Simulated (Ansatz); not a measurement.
A run of Ansatz 0.2.0 is set up as follows.

The input input:

```
crystal:
  lattice:
    - [2.8672622327, 0.0, 0.0]
    - [-1.4336311163, 2.4831219328, 0.0]
    - [0.0, 0.0, 4.678083]
  atoms:
    - { symbol: Ti, position: [0.0, 0.0, 0.0] }
    - { symbol: Al, position: [0.3333333333, 0.6666666667, 0.5] }
hamiltonian:
  xc: hf
  pseudopotentials: { kind: paw }
kpoints:
  mp_grid: { grid: [6, 6, 3] }
scf:
  occupations: { method: fermi_dirac, width: 0.05 }
output:
  forces: true
  stress: true
  eigenvalues: true
```

Question: Estimate the band gap on the k mesh.

Answer: None (metal or under the smearing width).

Question: Predict the pressure.

Answer: 6.1 GPa.

Stress tensor (GPa, compression positive):
```
7.50 0.00 0.00
0.00 7.50 0.00
0.00 0.00 3.23
```

Caveat: the k mesh is coarse (spacing up to 0.45 Å⁻¹), so the values aren't converged, least of all with exact exchange; the PAW data sets come from PBE, with cores solved anew for the run's functional, which leaves a small shift of forces and pressure; the thresholds are loose for stress.
